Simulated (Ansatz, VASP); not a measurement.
**One calculation of Pt, two programs**

Contents of INCAR:

```
SYSTEM = Pt
ALGO = Normal
EDIFF = 1E-6
ENCUT = 520
GGA = RE
ISIF = 2
ISMEAR = -1
LASPH = .True.
LCHARG = .True.
LELF = .True.
LREAL = .False.
LVHAR = .True.
LWAVE = .False.
NBANDS = 28
NELM = 60
PREC = Accurate
SIGMA = 0.1
```

Contents of KPOINTS:

```
k-points
0
Gamma
  15 15 4
  0 0 0
```

File POSCAR:

```
Pt
1.0
    2.7252996882      0.0000000000      0.0000000000
   -1.3626498441      2.3601787629      0.0000000000
    0.0000000000      0.0000000000      9.1020644042
Pt
4
Direct
    1.0000000000      1.0000000000      0.0000000000
    1.0000000000      1.0000000000      0.5000000000
    0.3333333333      0.6666666667      0.2500000000
    0.6666666667      0.3333333333      0.7500000000
```

Input for Ansatz:

```yaml
crystal:
  lattice:
    - [2.7252996882, 0.0, 0.0]
    - [-1.3626498441, 2.3601787629, 0.0]
    - [0.0, 0.0, 9.1020644042]
  atoms:
    - { symbol: Pt, position: [1.0, 1.0, 0.0] }
    - { symbol: Pt, position: [1.0, 1.0, 0.5] }
    - { symbol: Pt, position: [0.3333333333, 0.6666666667, 0.25] }
    - { symbol: Pt, position: [0.6666666667, 0.3333333333, 0.75] }
hamiltonian:
  xc: revpbe
  pseudopotentials:
    kind: paw
    azcp:
      Pt: "pseudopotentials/Pt.paw.azcp"
basis:
  ecutwfc: 420
  fft_grid_basis: typed
kpoints:
  mp_grid: { grid: [15, 15, 4], shift: [0, 0, 0] }
magnetization:
  spin_polarized: false
scf:
  occupations: { method: fermi_dirac, width: 0.1 }
  lower_state_search: "off"
output:
  stress: true
  write_density: true
  write_potential: true
  elf: true
  volumetric_format: npy
```

Alike in both runs: task single point; functional revPBE; k mesh 15 × 15 × 4; occupations fermi-dirac, width 0.1 eV; no spin polarisation.

|  | VASP | Ansatz |
| --- | --- | --- |
| version | VASP 6.6.1 | Ansatz 0.2.0 |
| potentials or method | VASP PAW PBE potentials, release 64 (Pt) | plane waves (420 eV) with PAW, scalar-relativistic |
| plane-wave cutoff (eV) | 520 | 420 |
| valence electrons in the cell | 40 | 72 |

VASP gave:

| Quantity | Value |
| --- | --- |
| pressure (GPa) | 23.5 |
| largest component of the traceless stress (GPa) | 0.40 |

**Question.** Which values does Ansatz return?

**Answer.** Pressure (GPa): 24.1; largest component of the traceless stress (GPa): 0.38.

With one functional, cell and mesh, what is left measures potentials, basis and numerics. The two sets of potentials don't hold the same shells in valence.

Caveats: so large a pressure means that the cell lies far from this level's equilibrium, or that cutoff or potentials fall short (VASP); the potentials were made for another functional, which shifts forces and pressure (VASP). Spin-orbit coupling is left out, which matters for the levels of Pt.
